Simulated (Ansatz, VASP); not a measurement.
## Ta: VASP beside Ansatz

```
CELL_PARAMETERS angstrom
-1.62348 1.62348 1.62348
1.62348 -1.62348 1.62348
1.62348 1.62348 -1.62348
ATOMIC_POSITIONS crystal
Ta 0.00000 0.00000 0.00000
```

Alike in both runs: task relaxation of cell and atoms; functional LDA; k mesh 16 × 16 × 16; occupations gaussian, width 0.1 eV; no spin polarisation.

|  | VASP | Ansatz |
| --- | --- | --- |
| version | VASP 6.6.1 | Ansatz 0.2.0 |
| potentials or method | VASP PAW LDA potentials, release 64 (Ta_pv) | scalar-relativistic, plane waves, PAW |
| plane-wave cutoff (eV) | 600 | 600 |
| valence electrons in the cell | 11 | 13 |

Ansatz gave:

```
gap on the k mesh at the Fermi level, each at its own relaxed structure (eV) : none
relaxed volume (Å³/atom)                                                     : 17.21
relaxed cell length with the largest relative difference (Å)                 : 2.817
```

Q: What did VASP give for the same quantities?

A: gap on the k mesh at the Fermi level, each at its own relaxed structure (eV): none; relaxed volume (Å³/atom): 17.27; relaxed cell length with the largest relative difference (Å): 2.821.

A gap of «none» marks a metal or a gap that the smearing closes. The two sets of potentials don't hold the same shells in valence. Ansatz warned: «pseudo_functional_mismatch».

The runs have no spin-orbit coupling, so splittings on Ta are missing.
